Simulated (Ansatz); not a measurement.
Crystal: ZnSe (Stilleite).

```
Se Zn
1.0
     0.00000    2.83380    2.83380
     2.83380    0.00000    2.83380
     2.83380    2.83380    0.00000
Se Zn
1 1
Direct
  0.75000 0.75000 0.75000
  0.00000 0.00000 0.00000
```

| Property | Result |
| --- | --- |
| Program | Ansatz 0.2.0 |
| Task | relaxation of cell and atoms |
| Functional | PBE |
| Potentials or basis | Ansatz PAW |
| Cutoff | 420 eV (not typed: the program's choice for these potentials) |
| k mesh | 8 × 8 × 8 |
| Occupations | fermi-dirac, width 0.05 eV |
| Spin | no spin polarisation |

At the start: volume 22.76 Å³/atom.

Task: How do energy, volume and symmetry change on relaxing?

Result: It ends after 4 steps and the volume is 23.54 Å³/atom (+3.4 %); space group F-43m (No. 216, to 0.05 Å).

Step by step:
| step | energy change (eV) | largest force (eV/Å) | volume (Å³) |
| --- | --- | --- | --- |
| 1 | 0.0000 | 0.0000 | 45.51 |
| 2 | -0.0090 | 0.0000 | 46.67 |
| 3 | -0.0096 | 0.0000 | 47.08 |
| 4 | -0.0101 | 0.0000 | 47.08 |

Final structure:
```
CELL_PARAMETERS angstrom
0.00000 2.86592 2.86592
2.86592 0.00000 2.86592
2.86592 2.86592 0.00000
ATOMIC_POSITIONS crystal
Se 0.75000 0.75000 0.75000
Zn 0.00000 0.00000 0.00000
```

Caveat: the plane-wave basis is chosen anew once the cell has moved, so the energies of steps on either side of that aren't comparable.
